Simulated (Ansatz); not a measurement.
# Hf (Fm-3m) in Ansatz: band structure with LDA

Aim: the band structure of Hf with LDA.

All numbers are computed with Ansatz 0.2.0; they aren't measurements. Logs are shortened: lines on timing, memory, paths and dates and some standing lists are left out, and cuts for length are marked.

**1. The structure**

The structure is cubic, space group Fm-3m (No. 225). The conventional cell has a = 4.440 Å, b = 4.440 Å, c = 4.440 Å, α = 90.00°, β = 90.00°, γ = 90.00°. Hf (site symmetry m-3m) is surrounded by 12 Hf at 3.14 Å.

This isn't the form of Hf at room conditions, which is hcp.

**2. Band structure, LDA**

The input, input.yaml:

```yaml
crystal:
  lattice:
    - [0.0, 2.22, 2.22]
    - [2.22, 0.0, 2.22]
    - [2.22, 2.22, 0.0]
  atoms:
    - { symbol: Hf, position: [0.0, 0.0, 0.0] }
hamiltonian:
  xc: lda
  pseudopotentials: { kind: paw }
kpoints:
  mp_grid: { grid: [10, 10, 10] }
  band_path:
    path:
      - [[0.0, 0.0, 0.0], [0.5, 0.0, 0.5], [0.5, 0.25, 0.75], [0.375, 0.375, 0.75], [0.0, 0.0, 0.0], [0.5, 0.5, 0.5], [0.625, 0.25, 0.625], [0.5, 0.25, 0.75], [0.5, 0.5, 0.5], [0.375, 0.375, 0.75]]
      - [[0.625, 0.25, 0.625], [0.5, 0.0, 0.5]]
    npoints: 14
scf:
  occupations: { method: fermi_dirac, width: 0.05 }
  n_extra_bands: 6
output:
  forces: true
  stress: true
  eigenvalues: true
  fatbands: false
```

Potentials or basis: Ansatz PAW.

Run with:

```
ansatz run input.yaml --threads 2 --pin off --max-ram 5632MiB --backend cpu --events-out ev --progress --plain --runs-dir out
```

The program printed:

```text
Warning: RAYON_NUM_THREADS=2 ignored (pool sized by the plan → 2); use --threads N
scf.n_extra_bands = 6 over 13 filled bands (N_el = 26.0): the run solves 19 bands
Engine: ansatz 0.2.0, aarch64-unknown-linux-gnu
Pseudopotentials: kind: paw
Pseudopotential: Hf, paw, valence charge 26, recommended cutoff 420 eV (normal), Hf.paw.azcp
Functional definition: SPW92
  exchange = slater_x
  correlation = pw_c
Crystal: 1 atoms, lattice volume = 21.882 Å³
Basis set: ecut = 420 eV, 411 PW (Γ)
Bands: 19, of which v1, the nominal top of the filled ones, is band 13 counted from 1 (12 counted from 0)
Symmetry: 48 space group operations
Space group: Fm-3m (ITA 225), of the structure as read, at distance tolerance 2.8e-5 Å
k-points: 47 of 1000
Non-local potential: Hf, projectors of the file, l = 0: 3, l = 1: 2, l = 2: 2, l = 3: 3
PAW form: soft (Blöchl's): semilocal exchange-correlation on the pseudo side does not see the compensation charge
PAW frozen core: Hf, regenerated for the run's functional, and the local potential with it (the file was generated under x = pbe(κ = 0.804, μ = 0.2195149727645171), c = pbe(β = 0.06672455060314922))
PAW one-centre angular grid: Hf, 590 points (default); XC on 64 Gauss nodes
Initial density: superposition of atomic densities (neutral atoms: chi_scale 0, normalization atom), corrected by the library's trained network
Initial wavefunctions: pseudopotential atomic-orbital guess
Functional: x = slater, c = lda
SCF iter   1: F=—  HF=-15476.781032 eV  |F-HF|=—  |Δ(HF+E_count)|=         —  Δρ=4.21e-3  dr2=1.85e-3  ethr=1.77e-3  ⟨swp⟩=5.3  Hψ=3912  notcnv=0  defer=13
preconditioner: auto → none  [metal: Δε(μ)=0.087 eV  Ē_g=21.296 eV  σ=0.050 eV  W_gap=0.36  n_scr=8 (ndim 8)  ℏωp=38.9 eV  f_vac=0.000  D(μ)=1.22/eV (n_scr^D=14)  sad-step TF]
SCF iter   2: F=—  HF=-15476.780748 eV  |F-HF|=—  |Δ(HF+E_count)|=   2.84e-4  Δρ=2.62e-3  dr2=7.87e-4  ethr=7.10e-6  ⟨swp⟩=2.0  Hψ=1633  notcnv=0  defer=23
SCF iter   3: F=—  HF=-15476.780697 eV  |F-HF|=—  |Δ(HF+E_count)|=   5.07e-5  Δρ=1.01e-3  dr2=9.79e-5  ethr=3.03e-6  ⟨swp⟩=2.2  Hψ=1197  notcnv=0  defer=23
SCF iter   4: F=—  HF=-15476.780703 eV  |F-HF|=—  |Δ(HF+E_count)|=   5.25e-6  Δρ=5.24e-5  dr2=2.23e-7  ethr=3.76e-7  ⟨swp⟩=1.9  Hψ=963  notcnv=0  defer=23
iter 5 did not close the SCF: its close was put off for the readings that it lacked (scf_convergence_deferred on its scf_iter line)
SCF iter   5: F=-15476.780702 eV  HF=-15476.780702 eV  |F-HF|=2.14e-9  |Δ(HF+E_count)|=   7.27e-7  Δρ=1.60e-5  dr2=1.71e-8  ethr=8.58e-10  ⟨swp⟩=2.9  Hψ=1616  notcnv=0  defer=23
SCF iter   6: F=-15476.780702 eV  HF=-15476.780702 eV  |F-HF|=1.28e-9  |Δ(HF+E_count)|=   1.90e-9  Δρ=4.01e-6  dr2=2.77e-9  ethr=6.57e-11  ⟨swp⟩=5.4  Hψ=3796  notcnv=0
SCF 1 converged in 6 iterations: F = -15476.780702 eV  dr2 = 2.77e-9
NSCF: frozen V_eff on 142 k-points
SCF converged after 6 iterations
Free energy (F): -15476.780702 eV
Harris-Foulkes:  -15476.780702 eV  (|F-HF|=1.28e-9)
Internal energy: -15476.769876 eV  (E = F + TS)
E sigma→0 (E₀):  -15476.775289 eV
Entropy (-TS):   -0.010825 eV (-10.825 meV/atom)
Fermi energy:    19.888427 eV
--- Per-component energies (eV) ---
  E_band       = 41.115260
  E_kinetic    = 425.659388
  E_local      = -5026.390930  (includes V_loc(G=0)·N_el)
  E_nonlocal   = -1232.846576
  E_hartree    = 2363.911003
  E_xc         = -297.734667
  E_vxc        = -266.764717  (∫ρ·V_xc dr)
  E_paw        = -6685.948919  (= ΣΔE_a)
  E_vpaw       = 1413.640951  (= ΣTr[D̂ρ^β])
  E_aug_tail   = -0.000001  (compensation charges beyond the density's cutoff)
  E_ewald      = -5025.876417
  E_core_change = 2.457243  (= ΣΔE_core)
  E_smearing   = -0.010825  (= −TS)
  E_closure    = -0.000000  (closes the sum)
  Σ components = -15476.780702   (vs F -15476.780702, Δ=0.00e0)
--- Forces (eV/Å), atoms counted from 1 ---
  atom   1  Hf    -0.00000000     0.00000000    -0.00000000
  max |Σ_I F_I| component: 5.26e-31 eV/Å
--- Stress (GPa, compression-positive) ---
       -5.737212       0.000000      -0.000000
        0.000000      -5.737212      -0.000000
        0.000000      -0.000000      -5.737212
  P = ⅓ Tr σ = -5.7372 GPa (-57.372 kbar)
--- Band table (eV; the first three rows and the last of 47) ---
  k-point 0: bands = ["-41.7797", "-10.0289", "-10.0289", "-10.0289", "8.2061", "8.2276", "8.2276", "8.2276", "8.3060", "8.3060", "8.3060", "12.6252", "21.2105", "21.2105", "21.2105", "24.0336", "24.0336", "31.3860", "35.6265"]
  k-point 1: bands = ["-41.7731", "-10.1187", "-10.0402", "-10.0402", "8.2111", "8.2265", "8.2316", "8.2316", "8.2987", "8.2987", "8.3063", "12.9808", "20.8820", "21.3752", "21.3752", "23.8687", "23.8687", "32.1174", "34.2635"]
  k-point 2: bands = ["-41.7558", "-10.3478", "-10.0699", "-10.0699", "8.2151", "8.2338", "8.2416", "8.2416", "8.2811", "8.2811", "8.3071", "13.9405", "20.2374", "21.6112", "21.6112", "23.7955", "23.7955", "32.1310", "34.2652"]
  k-point 46: bands = ["-41.6873", "-10.6846", "-10.5274", "-10.3580", "8.2358", "8.2420", "8.2438", "8.2598", "8.2636", "8.2648", "8.2918", "17.8212", "18.8566", "20.2103", "22.7335", "26.9029", "29.0324", "29.1237", "29.8984"]
```

Run time: 1.3 s. Hardware: 2 threads of Arm Neoverse V2, shared host; peak memory 0.27 GiB.

What came out:

```yaml
Free_energy: -15476.7807 eV
Pressure: -5.7 GPa
Band_gap_on_the_k_mesh: none (metal or under the smearing width)
```

Levels at the corners of the path, in eV from the Fermi level:
```
point  band 11  band 12  band 13  band 14  band 15  band 16
    Γ   -11.58    -7.26     1.32     1.32     1.32     4.15
    X   -11.60    -3.37    -2.24     2.73     6.34     7.00
    W   -11.60    -1.85    -0.40    -0.40     2.46     7.02
    K   -11.60    -2.32    -1.47     0.91     3.98     5.98
    Γ   -11.58    -7.26     1.32     1.32     1.32     4.15
    L   -11.58    -3.72     0.76     1.09     1.09     6.35
    U   -11.60    -2.32    -1.47     0.91     3.98     5.98
    W   -11.60    -1.85    -0.40    -0.40     2.46     7.02
    L   -11.58    -3.72     0.76     1.09     1.09     6.35
    K   -11.60    -2.32    -1.47     0.91     3.98     5.98
    U   -11.60    -2.32    -1.47     0.91     3.98     5.98
    X   -11.60    -3.37    -2.24     2.73     6.34     7.00
```

Caveat: spin-orbit coupling is left out, which moves the levels of the heavy elements; the PAW data sets come from PBE, with cores solved anew for the run's functional, which leaves a small shift of forces and pressure.
